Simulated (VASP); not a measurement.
Slab: WS2, a slab with vacuum.

```
W S
1.0
     3.18312    0.00000    0.00000
    -1.59156    2.75666    0.00000
     0.00000    0.00000   35.18056
W S
4 8
Cartesian
  0.0000 1.8378 20.8380
  0.0000 1.8378 7.8593
  1.5916 0.9189 27.3212
  1.5916 0.9189 14.3425
  0.0000 1.8378 28.8885
  0.0000 1.8378 15.9024
  1.5916 0.9189 22.3967
  1.5916 0.9189 9.4193
  0.0000 1.8378 25.7613
  0.0000 1.8378 12.7839
  1.5916 0.9189 19.2781
  1.5916 0.9189 6.2921
```

Base run:

| Quantity | Value |
| --- | --- |
| Program | VASP 6.6.1 |
| Functional | PBE |
| Potentials or basis | VASP PAW PBE potentials, release 64 (W_sv, S) |
| Cutoff | 520 eV |
| k mesh | 7 × 7 × 1 |
| Occupations | fermi-dirac, width 0.05 eV |
| Spin | no spin polarisation |

Its results: band gap on the k mesh 1.42 eV, indirect (least direct gap 2.38 eV).

Q: The run is repeated on the same cell with these changes: functional from PBE to LDA; potentials or basis from VASP PAW PBE potentials, release 64 (W_sv, S) to VASP PAW LDA potentials, release 64 (W_sv, S). What comes out?

A: Band gap on the k mesh 1.35 eV, indirect (least direct gap 2.36 eV).

Caveats: spin-orbit coupling is left out, which moves the levels of the heavy elements.

A k mesh can miss the band edges.
